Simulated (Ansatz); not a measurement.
**NaI (CsCl type): gap against strain (isotropic on every length)**

NaI built on the CsCl prototype, relaxed with r2SCAN in the plane-wave code Ansatz, then strained (isotropic on every length; changes of length per length, axes as in the cell below) with the atoms relaxed again within the symmetry that is left. The symmetry is Pm-3m (No. 221, cubic); a = 4.041 Å in the conventional setting, 32.98 Å³ an atom. Na has 8 I at 3.50 Å; I has 8 Na at 3.50 Å. Spin-unpolarised throughout. Whether this structure exists isn't addressed.

```xyz
2
Lattice="4.0405 0.0000 0.0000 0.0000 4.0405 0.0000 0.0000 0.0000 4.0405" Properties=species:S:1:pos:R:3 pbc="T T T"
Na    0.0000    0.0000    0.0000
I     2.0203    2.0203    2.0203
```

Gaps are the least over each mesh (PBE 6×6×6, r2SCAN 6×6×6, HSE06 4×4×4 when unstrained) and the special points, which keep their unstrained names; stress is the change from the unstrained cell, compression positive.

| strain (%) | gap, PBE (eV) | gap, r2SCAN (eV) | gap, HSE06 (eV) | edges, HSE06 | mean stress, r2SCAN (GPa) | energy rise, r2SCAN (meV/atom) |
| --- | --- | --- | --- | --- | --- | --- |
| -2.45 | 2.419 | 3.189 | 3.372 | M → Γ | +1.59 | 10.9 |
| 0.0 | 2.300 | 3.056 | 3.243 | M → Γ | 0.00 | 0.0 |
| +2.51 | 2.199 | 2.935 | 3.132 | M → Γ | -1.11 | 9.5 |
| +2.85 | 2.187 | 2.920 | 3.118 | M → Γ | -1.23 | 12.1 |

Between zero and the nearest strains the slope of the HSE06 gap against strain is -0.053 eV per percent for negative and -0.044 for positive strain. With r2SCAN the edges change from M (direct) to M → Γ (indirect) between -2.45 and 0.0 %.

Spin-orbit coupling is left out, which matters wherever the heavy atoms make up the band edges.

The meshes of the hybrids are coarse, so their gaps aren't converged to the digits shown.
